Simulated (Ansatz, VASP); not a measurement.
**TaN: VASP beside Ansatz**

```
Ta N
1.0
    -0.91512    1.83025    1.83025
     1.83025   -0.91512    1.83025
     1.83025    1.83025   -0.91512
Ta N
1 1
Direct
  0.50000 0.50000 0.50000
  0.00000 0.00000 0.00000
```

Alike in both runs: task single point; functional r2SCAN; k mesh 20 × 20 × 20; occupations gaussian, width 0.15 eV; no spin polarisation.

|  | VASP | Ansatz |
| --- | --- | --- |
| version | VASP 6.6.1 | Ansatz 0.2.0 |
| potentials or method | VASP PAW PBE potentials, release 64 (Ta_pv, N) | scalar-relativistic, plane waves, PAW |
| plane-wave cutoff (eV) | 520 | 500 |
| valence electrons in the cell | 16 | 18 |

|  | VASP | Ansatz | Ansatz less VASP |
| --- | --- | --- | --- |
| gap on the k mesh at the Fermi level (eV) | none | none | - |
| pressure (GPa) | -1.9 | -3.8 | -1.93 |

A gap of «none» marks a metal or a gap that the smearing closes. The two sets of potentials don't hold the same shells in valence.

Caveats: the PAW data sets were made with another functional, which shifts forces and pressure a little (VASP). The runs have no spin-orbit coupling, so splittings on Ta are missing.
